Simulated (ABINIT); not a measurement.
Runs of ABINIT 10.8.3 (patched build) on SnSe. Symmetry: Fm-3m, No. 225, cubic system. Conventional cell: a = 6.020 Å, b = 6.020 Å, c = 6.020 Å, α = 90.00°, β = 90.00°, γ = 90.00°. Around Sn (site symmetry m-3m) lie 6 Se at 3.01 Å. Se (site symmetry m-3m) has 6 Sn at 3.01 Å as nearest neighbours. Measurements of this composition are mostly on another form, of space group No. 62.

| task | level | potentials or basis | spin | k mesh | gap on the mesh (eV) | V0 of scaled cells (Å³/atom) | B0 (GPa) |
| --- | --- | --- | --- | --- | --- | --- | --- |
| equation of state | revPBE+D3 | JTH PAW PBE v2.0 | off | 8 × 8 × 8 | - | (a) | 46 |
| single point | PBE | JTH PAW PBE v2.0 | off | 10 × 10 × 10 | 0.50 | - | - |
| band structure | PBEsol | JTH PAW PBE v2.0 sp | SOC, no magnetisation | 8 × 8 × 8 | 0.70 | - | - |
| band structure | BLYP | JTH PAW PBE v2.0 | off | 8 × 8 × 8 | (b) | - | - |
| equation of state | BP86+D3 | JTH PAW PBE v2.0 | off | 8 × 8 × 8 | - | 26.92 | 50 |

Alike in all rows: cell as given; cutoff (eV) 408; smearing fermi-dirac 0.05 eV.

Question: Fill in the values left out.

Answer: (a) 27.39; (b) 0.38.

Caveats: the PAW data sets were made with another functional, which shifts forces and pressure a little (some runs); pressures at fixed basis lie under the slope of the energies (some runs); spin-orbit coupling is left out, which moves the levels of the heavy elements (some runs); this set keeps more shells in the core, which shifts pressures and gaps (some runs).

A k mesh can miss the band edges, and rows without SOC leave out spin-orbit coupling on Se, Sn.

The runs don't all hold the same shells in valence.
